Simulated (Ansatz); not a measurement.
Consider BaSnO3 in the cubic perovskite structure (space group Pm-3m, No. 221; a = 4.131 Å).

Computed with plane-wave PAW DFT at the r2SCAN level (Ansatz, an electronic-structure program, 500 eV), spin-orbit coupling left out.

Carriers are added at fixed cell with a uniform background; the Fermi–Dirac width is that of 300 K.

One change was made to it. Results:

| quantity | base | after |
|---|---|---|
| gap character | indirect, R → Γ | indirect, R → Γ |
| gap between the host's bands | 1.56 eV | 1.65 eV |
| Fermi level relative to the doped band's edge (positive inside the band; to 0.05 eV) | – | +1.95 eV |

What was done to the base?
(A) electrons 7.0×10^21 cm⁻³
(B) holes 7.0×10^21 cm⁻³
(C) electrons 2.0×10^22 cm⁻³
(D) electrons 2.0×10^21 cm⁻³

D, electrons 2.0×10^21 cm⁻³. For comparison, the Fermi level from band edge in the other runs: holes 7.0×10^21 cm⁻³ gives +0.20 eV; electrons 2.0×10^22 cm⁻³ gives +4.15 eV; electrons 7.0×10^21 cm⁻³ gives +3.35 eV.

Charged cell with a jellium background: band edges are those of the host's band count, energies are not comparable with the neutral cell, and many-body gap narrowing is missing. Whether these cells are dynamically stable was not tested.
